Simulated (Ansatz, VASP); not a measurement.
## One calculation of NaCl, two programs

```xyz
2
Lattice="3.5022 0.0000 0.0000 0.0000 3.5022 0.0000 0.0000 0.0000 3.2220" Properties=species:S:1:pos:R:3 pbc="T T T"
Na    0.0000    0.0000    0.0000
Cl    1.7511    1.7511    1.6110
```

Change from the starting cell: strain +0.000 along x and y, -0.080 along z, atoms carried along.

Alike in both runs: task single point; functional LDA; k mesh 6 × 6 × 6; occupations gaussian, width 0.05 eV; no spin polarisation.

|  | VASP | Ansatz |
| --- | --- | --- |
| version | VASP 6.6.1 | Ansatz 0.2.0 |
| potentials or method | VASP PAW LDA potentials, release 64 (Na_pv, Cl) | scalar-relativistic, plane waves, PAW |
| plane-wave cutoff (eV) | 520 | 420 |
| valence electrons in the cell | 14 | 16 |

|  | VASP | Ansatz | Ansatz less VASP |
| --- | --- | --- | --- |
| gap on the k mesh at the Fermi level (eV) | 3.37 | 3.36 | -0.008 |
| least direct gap on the mesh (eV) | 3.80 | 3.79 | -0.008 |
| pressure (GPa) | -0.9 | -0.8 | 0.00 |
| largest component of the traceless stress (GPa) | 4.97 | 4.97 | +0.001 |

The two sets of potentials don't hold the same shells in valence.

A k mesh can miss the band edges.
